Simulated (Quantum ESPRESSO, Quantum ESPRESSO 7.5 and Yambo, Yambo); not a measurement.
# Quasiparticle gap of PbSe (Clausthalite) in Yambo

Wanted: ground state, empty states, screening and self-energy for PbSe (Clausthalite).

Calculated with Quantum ESPRESSO 7.5 and Yambo 5.3.0; PBE and many-body steps on it, plane waves.

Report form: the programs' logs are mostly left out.

## 1. The structure

It takes space group Fm-3m (No. 225, cubic). Conventional cell: a = 6.121 Å, b = 6.121 Å, c = 6.121 Å, α = 90.00°, β = 90.00°, γ = 90.00°. Nearest to Pb lie 6 Se at 3.06 Å. Nearest to Se lie 6 Pb at 3.06 Å. Farther neighbours and most contacts between anions are not listed.

The cell and positions come from the Crystallography Open Database and are kept as given unless a step says otherwise. Spin-orbit coupling is left out unless a step names it.

## 2. Ground state

This step: Quantum ESPRESSO 7.5; DFT, PBE, plane waves, norm-conserving pseudopotentials.

The ground-state density comes first.

pw.in

```
&control
  calculation = 'scf'
  prefix = 'x'
  outdir = 'o'
  pseudo_dir = 'pseudo'
/
&system
  ibrav = 0
  nat = 2
  ntyp = 2
  ecutwfc = 104.0
  nbnd = 28
  force_symmorphic = .true.
/
&electrons
  conv_thr = 1e-10
  electron_maxstep = 80
  mixing_beta = 0.5
/
ATOMIC_SPECIES
  Pb 207.2 Pb.upf
  Se 78.971 Se.upf
CELL_PARAMETERS angstrom
  -0.0000000000 3.0606500000 3.0606500000
  3.0606500000 -0.0000000000 3.0606500000
  3.0606500000 3.0606500000 -0.0000000000
ATOMIC_POSITIONS crystal
  Pb 0.0000000000 0.0000000000 0.0000000000
  Se 0.5000000000 0.5000000000 0.5000000000
K_POINTS automatic
  6 6 6 0 0 0
```

Command:

```console
OMP_NUM_THREADS=1 mpirun -n 4 pw.x -nk 4 -in pw.in > pw.out
```

The job ended after 18 s (4 MPI ranks of Arm Neoverse V1, shared host; peak memory 0.38 GiB; 71 s of CPU time).

This step gave:

| Quantity | Value |
| --- | --- |
| total energy | -14914.3097 eV |
| gap | 0.2975 eV |
| k of the valence top | 0, 0, -0.5 |
| k of the conduction bottom | 0, 0, -0.5 |
| least direct gap | 0.2975 eV |

The gap is direct, at (0.000, 0.000, -0.500).

## 3. Bands along the symmetry lines

Levels along a band path, at the cheap level, show where the edges lie and whether the meshes to come will hold them.

pw.in

```
&control
  calculation = 'bands'
  prefix = 'x'
  outdir = 'o'
  pseudo_dir = 'pseudo'
/
&system
  ibrav = 0
  nat = 2
  ntyp = 2
  ecutwfc = 104.0
  nbnd = 29
  force_symmorphic = .true.
/
&electrons
  conv_thr = 1e-9
  electron_maxstep = 80
  diago_full_acc = .true.
  diago_thr_init = 5e-6
/
ATOMIC_SPECIES
  Pb 207.2 Pb.upf
  Se 78.971 Se.upf
CELL_PARAMETERS angstrom
  -0.0000000000 3.0606500000 3.0606500000
  3.0606500000 -0.0000000000 3.0606500000
  3.0606500000 3.0606500000 -0.0000000000
ATOMIC_POSITIONS crystal
  Pb 0.0000000000 0.0000000000 0.0000000000
  Se 0.5000000000 0.5000000000 0.5000000000
K_POINTS crystal
  50
  0.00000000 0.00000000 0.00000000 1
  0.06250000 0.00000000 0.06250000 1
  0.12500000 0.00000000 0.12500000 1
  0.18750000 0.00000000 0.18750000 1
  0.25000000 0.00000000 0.25000000 1
  0.31250000 0.00000000 0.31250000 1
  0.37500000 0.00000000 0.37500000 1
  0.43750000 0.00000000 0.43750000 1
  0.50000000 0.00000000 0.50000000 1
  0.51562500 0.03125000 0.51562500 1
  0.53125000 0.06250000 0.53125000 1
  0.54687500 0.09375000 0.54687500 1
  0.56250000 0.12500000 0.56250000 1
  0.57812500 0.15625000 0.57812500 1
  0.59375000 0.18750000 0.59375000 1
  0.60937500 0.21875000 0.60937500 1
  0.62500000 0.25000000 0.62500000 1
  0.37500000 0.37500000 0.75000000 1
  0.32812500 0.32812500 0.65625000 1
  0.28125000 0.28125000 0.56250000 1
  0.23437500 0.23437500 0.46875000 1
  0.18750000 0.18750000 0.37500000 1
  0.14062500 0.14062500 0.28125000 1
  0.09375000 0.09375000 0.18750000 1
  0.04687500 0.04687500 0.09375000 1
  0.00000000 0.00000000 0.00000000 1
  0.06250000 0.06250000 0.06250000 1
  0.12500000 0.12500000 0.12500000 1
  0.18750000 0.18750000 0.18750000 1
  0.25000000 0.25000000 0.25000000 1
  0.31250000 0.31250000 0.31250000 1
  0.37500000 0.37500000 0.37500000 1
  0.43750000 0.43750000 0.43750000 1
  0.50000000 0.50000000 0.50000000 1
  0.50000000 0.46875000 0.53125000 1
  0.50000000 0.43750000 0.56250000 1
  0.50000000 0.40625000 0.59375000 1
  0.50000000 0.37500000 0.62500000 1
  0.50000000 0.34375000 0.65625000 1
  0.50000000 0.31250000 0.68750000 1
  0.50000000 0.28125000 0.71875000 1
  0.50000000 0.25000000 0.75000000 1
  0.50000000 0.21875000 0.71875000 1
  0.50000000 0.18750000 0.68750000 1
  0.50000000 0.15625000 0.65625000 1
  0.50000000 0.12500000 0.62500000 1
  0.50000000 0.09375000 0.59375000 1
  0.50000000 0.06250000 0.56250000 1
  0.50000000 0.03125000 0.53125000 1
  0.50000000 0.00000000 0.50000000 1
```

Elapsed: 12 s, on 4 MPI ranks; peak memory 0.31 GiB; 46 s of CPU time.

This step gave:

```
gap                        : 0.2975 eV
k of the valence top       : 0.5, 0.5, 0.5
k of the conduction bottom : 0.5, 0.5, 0.5
least direct gap           : 0.2975 eV
```

The gap is 0.298 eV, as in the run before at this level.

Electronic bands along the path, in eV, zero at the top of the highest filled band:

```
    point  band 20  band 21  band 22  band 23  band 24  band 25  band 26  band 27
        Γ    -6.31    -1.88    -1.88    -1.88     4.71     4.71     4.71     6.53
  halfway    -7.38    -2.60    -2.60    -1.63     2.40     4.56     4.76     4.76
        X    -7.38    -4.98    -3.23    -3.23     3.71     5.61     5.61     6.05
  halfway    -7.60    -4.87    -3.10    -2.99     3.86     5.10     5.33     5.88
        U    -8.04    -4.57    -2.72    -2.39     3.40     4.02     5.44     5.84
jump to K    -8.04    -4.57    -2.72    -2.39     3.40     4.02     5.44     5.84
  halfway    -7.80    -2.89    -1.38    -0.43     1.26     2.18     4.21     7.17
        Γ    -6.31    -1.88    -1.88    -1.88     4.71     4.71     4.71     6.53
  halfway    -7.57    -1.72    -1.72    -1.05     2.17     2.92     2.92     6.54
        L    -8.80    -1.47    -1.47     0.00     0.30     1.70     1.70     8.56
  halfway    -8.47    -3.25    -2.87    -0.82     1.40     3.43     4.11     7.63
        W    -8.02    -4.23    -4.23    -0.79     1.89     4.95     4.96     7.74
  halfway    -7.73    -4.77    -3.56    -2.24     3.83     4.12     5.72     6.14
        X    -7.38    -4.98    -3.23    -3.23     3.71     5.61     5.61     6.05
```

## 4. Empty states on the mesh, 4×4×4 mesh, 107 bands

The sums over transitions need many empty states on a uniform mesh; this step solves for them.

pw.in

```
&control
  calculation = 'nscf'
  prefix = 'x'
  outdir = 'o'
  pseudo_dir = 'pseudo'
/
&system
  ibrav = 0
  nat = 2
  ntyp = 2
  ecutwfc = 104.0
  nbnd = 107
  force_symmorphic = .true.
/
&electrons
  conv_thr = 1e-9
  electron_maxstep = 80
  diago_full_acc = .true.
  diago_thr_init = 5e-6
/
ATOMIC_SPECIES
  Pb 207.2 Pb.upf
  Se 78.971 Se.upf
CELL_PARAMETERS angstrom
  -0.0000000000 3.0606500000 3.0606500000
  3.0606500000 -0.0000000000 3.0606500000
  3.0606500000 3.0606500000 -0.0000000000
ATOMIC_POSITIONS crystal
  Pb 0.0000000000 0.0000000000 0.0000000000
  Se 0.5000000000 0.5000000000 0.5000000000
K_POINTS automatic
  4 4 4 0 0 0
```

It took 14 s on 4 MPI ranks; peak memory 0.49 GiB.

Numbers from this step:

```yaml
gap: 0.2975 eV
k_of_the_valence_top: 0, 0, -0.5
k_of_the_conduction_bottom: 0, 0, -0.5
least_direct_gap: 0.2975 eV
k_points_computed: 8
lowest_point_of_the_top_converged_band_above_the_valence_top: 65.0102 eV
```

On this mesh the gap is 0.298 eV.

## 5. Conversion and set-up

This step: Yambo 5.3.0; conversion and set-up on PBE, plane waves, norm-conserving pseudopotentials.

The states are converted to the many-body program's format and the q mesh is built.

Command:

```console
(cd o/x.save; p2y > p2y.log; mv SAVE ../..); yambo > setup.log
```

It took 3.5 s on 1 MPI rank; peak memory 0.26 GiB.

## 6. Screening and self-energy, 4×4×4 mesh, 107 bands, screening to 149.7 eV

Now the one-shot GW correction: screening in the RPA, then the self-energy of the levels asked for.

This step: G0W0 on PBE, plane waves, norm-conserving pseudopotentials.

gw1.in

```
HF_and_locXC
gw0
dyson
ppa
em1d
rim_cut
RandQpts= 1000000
RandGvec= 1 RL
EXXRLvcs= 104 Ry
VXCRLvcs= 416 Ry
Chimod= "HARTREE"
% BndsRnXp
 1 | 107 |
%
NGsBlkXp= 11 Ry
% LongDrXp
 1 | 1 | 1 |
%
% GbndRnge
 1 | 107 |
%
DysSolver= "n"
ExtendOut
PPAPntXp= 27.21138 eV
% QPkrange
 1 | 8 | 20 | 27 |
%
```

Command:

```console
OMP_NUM_THREADS=1 mpirun -n 4 yambo -F gw1.in -J gw1 -C gw1 > gw1.log
```

Elapsed: 10 min, on 4 MPI ranks; peak memory 2.6 GiB; 41 min of CPU time.

This step gave:

```
G0W0 gap on the mesh                         : 0.3212 eV
starting gap on the mesh                     : 0.2975 eV
k of the valence top                         : 0, 0, -0.5
k of the conduction bottom                   : 0, 0, -0.5
least direct G0W0 gap on the computed points : 0.3212 eV
Z at the valence top                         : 0.7952
Z at the conduction bottom                   : 0.8093
```

The gap on the mesh goes from 0.30 eV to 0.32 eV, a correction of +0.02 eV.

Limits: finite bands, cutoff and mesh; model gap, bands may invert with spin-orbit coupling; no spin-orbit coupling; coarse k mesh. v1 is the top filled band, c1 the lowest empty one. The levels before and after the correction (eV, zero at the valence-band top of each column):

```
           conduction bottom  valence top
Kohn-Sham               0.30         0.00
     G0W0               0.32         0.00
```

```
                      level  energy (eV)
Kohn-Sham     (0 0 -0.5) v4       -8.802
Kohn-Sham  (0 0 -0.5) v3-v2       -1.469
Kohn-Sham     (0 0 -0.5) v1        0.000
Kohn-Sham     (0 0 -0.5) c1        0.298
Kohn-Sham  (0 0 -0.5) c2-c3        1.703
Kohn-Sham     (0 0 -0.5) c4        8.559
     G0W0     (0 0 -0.5) v4       -9.187
     G0W0  (0 0 -0.5) v3-v2       -1.687
     G0W0     (0 0 -0.5) v1        0.000
     G0W0     (0 0 -0.5) c1        0.321
     G0W0  (0 0 -0.5) c2-c3        1.867
     G0W0     (0 0 -0.5) c4        8.592
```

## 7. Where the time went

Times are wall times on the hardware named with each run, good to a factor of about two.

```
                          step    time  share  memory (GiB)
                  ground state    18 s    3 %          0.38
bands along the symmetry lines    12 s    2 %          0.31
      empty states on the mesh    14 s    2 %          0.49
         conversion and set-up   3.5 s    1 %          0.26
     screening and self-energy  10 min   93 %           2.6
```

## 8. Outcome

* PBE gap: 0.30 eV, direct
* G0W0 gap on the mesh: 0.32 eV
* GW settings: 4×4×4 mesh, 107 bands, screening to 149.7 eV, Godby-Needs plasmon pole
* known limits: not at the basis limit; model gap, bands may invert with spin-orbit coupling; no spin-orbit coupling; coarse k mesh

G0W0 moves the gap on the mesh from 0.30 eV to 0.32 eV (+0.02 eV), with Z of 0.80 and 0.81 at the edges. The dearest step here is «screening and self-energy». Bands and cutoff are finite, so the gap is not at the basis limit. The miss can reach some tenths of an eV and take either sign; the mesh is an error of its own. The 4×4×4 mesh is coarse for this cell, which bears on the long-range parts of exchange and screening. Where an edge is built on 6p states of lead, bismuth or thallium, scalar-relativistic gaps usually stand too wide, by a few tenths to over one eV. With atoms this heavy and so narrow a gap, spin-orbit coupling can invert the bands. These scalar-relativistic gaps are then model values, not to be set against experiment, and a spin-orbit change taken from DFT can't simply be added.

[Paths, hosts, dates, memory and timing lines, banners, echoed tables and standing remarks are left out of the program output.]

[Logs are printed without paths, hosts, clocks, repeated set-up lines and the standing remarks that a program may print on its own settings, such as how far it seeks lower states.]

[Runs of the session that timed out or met a known fault of the program may be left out.]

[Hosts, paths, dates, database ids (printed as entryN), source tags and the programs' standing remarks are cut or masked in the printed files.]
